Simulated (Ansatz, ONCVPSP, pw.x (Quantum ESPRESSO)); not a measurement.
## What a changed setting does to a pw.x run (bcc N)

Potential: optimised norm-conserving Vanderbilt (ONCV), ONCVPSP 4.0.1.1 (patched build), PBE; core [He], reference 2s2 2p3; waves: 2s: rc 0.85 bohr, ncon 5, nbas 10, qcut 9.2 1/bohr, 1 projector; 2p: rc 2.05 bohr, ncon 3, nbas 6, qcut 6.1 1/bohr, 2 projectors, debl 2.2 Ha; d scattering state at 0.12 Ha: rc 2.15 bohr, ncon 4, nbas 8, qcut 4.8 1/bohr, 2 projectors, debl 3.9 Ha; local part: polynomial inside 0.75 bohr (lpopt 3, dvloc0 0 Ha); core correction: Teter function, fcfact 2.5, rcfact 1.1.

The reference run (k-mesh 18³, cutoffs 90/360 Ry, Fermi–Dirac 0.01 Ry, mixing_beta 0.4, conv_thr 1e-9, no spin) gives -0.69 GPa at 7.247 Å³/atom, where all-electron LAPW gives -0.09 GPa. This run, with its own iteration cap, changes k-mesh points per axis to 6.

```
&control
  calculation='scf', prefix='x', pseudo_dir='./', outdir='./tmp', tstress=.true., disk_io='none'
/
&system
  ibrav=0, nat=1, ntyp=1, ecutwfc=90, ecutrho=360, nbnd=9,
  occupations='smearing', smearing='fd', degauss=0.01
/
&electrons
  conv_thr=1e-09, mixing_beta=0.4, electron_maxstep=60
/
ATOMIC_SPECIES
N 1.0 N.UPF
CELL_PARAMETERS angstrom
  -1.21908154 1.21908154 1.21908154
  1.21908154 -1.21908154 1.21908154
  1.21908154 1.21908154 -1.21908154
ATOMIC_POSITIONS crystal
N 0.0000 0.0000 0.0000
K_POINTS automatic
6 6 6 0 0 0
```

```bash
pw.x < N.scf.in > N.scf.out
```

Task: How does the run end?

Result: It converges in 6 iterations; the free energy moves by +35.5 meV/atom and the pressure by +5.50 GPa.

```
Message from routine setup:
     using ibrav=0 with symmetry is DISCOURAGED, use correct ibrav instead
     lattice parameter (alat)  =       3.9902  a.u.
     unit-cell volume          =      48.9052 (a.u.)^3
     number of electrons       =         5.00
     number of Kohn-Sham states=            9
     kinetic-energy cutoff     =      90.0000  Ry
     charge density cutoff     =     360.0000  Ry
     scf convergence threshold =      1.0E-09
     Exchange-correlation= PBE
     number of k points=    16  Fermi-Dirac smearing, width (Ry)=  0.0100
     iteration #  1     ecut=    90.00 Ry     beta= 0.40
     total energy              =     -19.39331377 Ry
     estimated scf accuracy    <       0.00033097 Ry
     iteration #  2     ecut=    90.00 Ry     beta= 0.40
     total energy              =     -19.39340920 Ry
     estimated scf accuracy    <       0.00011259 Ry
     iteration #  3     ecut=    90.00 Ry     beta= 0.40
     total energy              =     -19.39342076 Ry
     estimated scf accuracy    <       0.00000312 Ry
     iteration #  4     ecut=    90.00 Ry     beta= 0.40
     total energy              =     -19.39342156 Ry
     estimated scf accuracy    <          4.0E-09 Ry
     iteration #  5     ecut=    90.00 Ry     beta= 0.40
     total energy              =     -19.39342163 Ry
     estimated scf accuracy    <          1.3E-09 Ry
     iteration #  6     ecut=    90.00 Ry     beta= 0.40
     the Fermi energy is     8.7964 ev
!    total energy              =     -19.39342163 Ry
     estimated scf accuracy    <          4.2E-10 Ry
     smearing contrib. (-TS)   =      -0.00356633 Ry
     The total energy is F=E-TS. E is the sum of the following terms:
     one-electron contribution =       3.73415252 Ry
     hartree contribution      =       1.43540239 Ry
     xc contribution           =      -4.81299309 Ry
     ewald contribution        =     -19.74641711 Ry
     convergence has been achieved in   6 iterations
          total   stress  (Ry/bohr**3)                   (kbar)     P=       48.13
     Message from routine punch:
     Nothing written, as per user request (disk_io='none')
```

The run took about 1.6 s on one core of a shared host (Intel(R) Xeon(R) Platinum 8488C, 96 threads, 744 GiB, load 19).
